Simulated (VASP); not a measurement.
Sb under changes of volume

One of the cells (29.269 Å³/atom); the others are scaled copies at fixed shape and fractional positions:

```
Sb
1.0
     2.15104    1.24190    3.65213
    -2.15104    1.24190    3.65213
     0.00000   -2.48381    3.65213
Sb
2
Direct
  0.76390 0.76390 0.76390
  0.23610 0.23610 0.23610
```

* Program: VASP 6.6.1
* Functional: LDA
* Potentials or basis: VASP PAW LDA potentials, release 64 (Sb)
* Cutoff: 520 eV
* k mesh: 8 × 8 × 8
* Occupations: fermi-dirac, width 0.05 eV
* Spin: no spin polarisation

| volume (Å³/atom) | energy over the lowest point (meV/atom) | pressure (GPa) | largest force (eV/Å) |
| --- | --- | --- | --- |
| 28.098 | ? | ? | ? |
| 28.683 | 2.41 | 1.3 | 0.090 |
| 29.269 | 0.00 | 0.0 | 0.005 |
| 29.854 | 2.22 | -1.2 | 0.093 |
| 30.439 | 8.58 | -2.3 | 0.177 |

What does the run at 28.098 Å³/atom give?

Energy over the lowest point 10.03 meV/atom; pressure 2.8 GPa; largest force 0.191 eV/Å.

Worked out: A Birch-Murnaghan fit of order 2 (a polynomial in V^(-2/3)) to the other rows has its minimum at 29.27 Å³/atom with B0 = V·E''(V) = 63 GPa at fixed shape and positions, which overstates the stiffness. It gives 9.89 meV/atom at 28.098 Å³/atom, against the run's 10.03, and -dE/dV = 2.8 GPa, against 2.8.

Energies are extrapolated to zero smearing.
